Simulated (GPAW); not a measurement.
Runs of GPAW 26.7.0 on NaCl. Symmetry: Pm-3m, No. 221, cubic system. Conventional cell: a = 3.502 Å, b = 3.502 Å, c = 3.502 Å, α = 90.00°, β = 90.00°, γ = 90.00°. Around Cl (site symmetry m-3m) lie 8 Na at 3.03 Å. Na (site symmetry m-3m) has 8 Cl at 3.03 Å as nearest neighbours. Measurements of this composition are mostly on another form, of space group No. 225.

| task | level | potentials or basis | cell | k mesh | optimizer | fmax | max steps | convergence | band path | gap on the mesh (eV) | pressure (GPa) | relaxed volume (Å³/atom) |
| --- | --- | --- | --- | --- | --- | --- | --- | --- | --- | --- | --- | --- |
| relaxation of cell and atoms | RPBE | the program's PAW data sets (release 1.2.1) made for this functional, pw | relaxed | 8 × 8 × 8 | LBFGS | 0.02 eV/Å | 60 | density=1e-05 forces=0.0001 | - | 4.04 | 0.1 | 23.05 |
| band structure | r2SCAN | GPAW PAW data sets (gpaw-data 1.2.1), pw | as given | 8 × 8 × 8 | - | - | - | - | GXMGRX,MR | 4.79 | (c) | - |
| relaxation of cell and atoms | PBEsol | PAW data sets generated in the run's folder for this functional, pw | relaxed | 8 × 8 × 8 | FIRE | 0.02 eV/Å | 60 | density=1e-05 forces=0.0001 | - | 3.98 | -0.1 | (a) |
| band structure | LDA | the program's PAW data sets (release 1.2.1) made for this functional, pw | as given | 8 × 8 × 8 | - | - | - | - | GXMGRX,MR | 3.60 | -3.0 | - |
| relaxation of cell and atoms | revPBE | the program's PAW data sets (release 1.2.1) made for this functional, pw | relaxed | 8 × 8 × 8 | LBFGS | 0.02 eV/Å | 40 | density=1e-05 forces=0.0001 | - | (b) | 0.1 | 22.89 |
| band structure | PBEsol | PAW data sets generated in the run's folder for this functional, pw | as given | 8 × 8 × 8 | - | - | - | - | GXMGRX,MR | 3.84 | -1.2 | - |
| band structure | LDA | PAW data sets generated in the run's folder for this functional, pw | as given | 6 × 6 × 6 | - | - | - | - | GXMGRX,MR | 3.60 | -3.0 | - |

Alike in all rows: no spin polarisation; cutoff (eV) 800; smearing fermi-dirac 0.05 eV.

Estimate the missing entries.

(a) 20.57; (b) 4.05; (c) -1.0.

Caveats: later steps reuse the first step's grids (some runs); the PAW data sets were made with another functional, which shifts forces and pressure a little (some runs).

A k mesh can miss the band edges.

Runs at the PBE level aren't shown here.
